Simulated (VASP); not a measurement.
## HgTe in VASP 6.6.1, single-point calculation

INCAR

```
EDIFF = 1E-7
IVDW = 12
ISMEAR = -1
NELM = 91
ISIF = 2
SIGMA = 0.02
LREAL = .FALSE.
ENCUT = 520
NBANDS = 16
LCHARG = .FALSE.
GGA = PE
NSW = 0
LASPH = .TRUE.
LWAVE = .FALSE.
LMAXMIX = 6
PREC = Accurate
IBRION = -1
```

KPOINTS

```
KPOINTS created by Atomic Simulation Environment
0
Gamma
6 6 6
0 0 0
```

POSCAR

```
Hg Te
 1.0000000000000000
     0.0000000000000000    3.2891578869000000    3.2727120974999999
     3.2891578869000000    0.0000000000000000    3.2727120974999999
     3.2891578869000000    3.2891578869000000    0.0000000000000000
 Hg  Te
   1   1
Cartesian
  0.0000000000000000  0.0000000000000000  0.0000000000000000
  1.6445789434499998  1.6445789434499998  1.6363560487499995
```

The recommended PBE PAW datasets give the neutral cell 18 valence electrons.

Command

```
mpirun -np 1 vasp_std
```

Problem. Predict the outcome of this run.

Solution. It converged. Results: gap between bands v and c on the k mesh 0.02 eV; least direct gap on the k mesh 0.02 eV; pressure -0.3 GPa. Band v is the last that the valence electrons fill when counted band by band, and c is the next.

OSZICAR

```
N       E                     dE             d eps       ncg     rms          rms(c)
DAV:   1     0.105609586274E+03    0.10561E+03   -0.80023E+03   968   0.965E+02
DAV:   2    -0.116254925727E+00   -0.10573E+03   -0.99610E+02  1136   0.226E+02
DAV:   3    -0.380049608505E+01   -0.36842E+01   -0.36769E+01  1160   0.438E+01
DAV:   4    -0.383437372635E+01   -0.33878E-01   -0.33875E-01  1424   0.384E+00
DAV:   5    -0.383450232480E+01   -0.12860E-03   -0.12860E-03  1288   0.199E-01    0.716E+00
DAV:   6    -0.363436120405E+01    0.20014E+00   -0.39209E-01  1104   0.820E+00    0.565E+00
DAV:   7    -0.362778013148E+01    0.65811E-02   -0.94583E-02  1120   0.206E+00    0.214E+00
DAV:   8    -0.362725291598E+01    0.52722E-03   -0.99310E-03  1120   0.112E+00    0.481E-01
DAV:   9    -0.362729128217E+01   -0.38366E-04   -0.74523E-04  1224   0.309E-01    0.111E-01
DAV:  10    -0.362732120568E+01   -0.29924E-04   -0.88238E-05  1200   0.826E-02    0.459E-02
DAV:  11    -0.362733637577E+01   -0.15170E-04   -0.32761E-05  1144   0.421E-02    0.323E-02
DAV:  12    -0.362733480387E+01    0.15719E-05   -0.35086E-06  1160   0.149E-02    0.176E-02
DAV:  13    -0.362733466249E+01    0.14138E-06   -0.59469E-07  1160   0.370E-03    0.544E-03
DAV:  14    -0.362733458590E+01    0.76584E-07   -0.21169E-07  1104   0.438E-03
   1 F= -.43087011E+01 E0= -.43085286E+01  d E =-.344984E-03
```

Standard output (part)

```
POSCAR found type information on POSCAR HgTe
 POSCAR found :  2 types and       2 ions
 LDA part: xc-table for (Slater+PW92), standard interpolation
 POSCAR, INCAR and KPOINTS ok, starting setup
 WAVECAR not read
 entering main loop
```

For comparison, a separate PBE run of the intended cell, on usual settings and not on those above, gives a gap of 0.02 eV on its mesh and a pressure of 1.5 GPa.
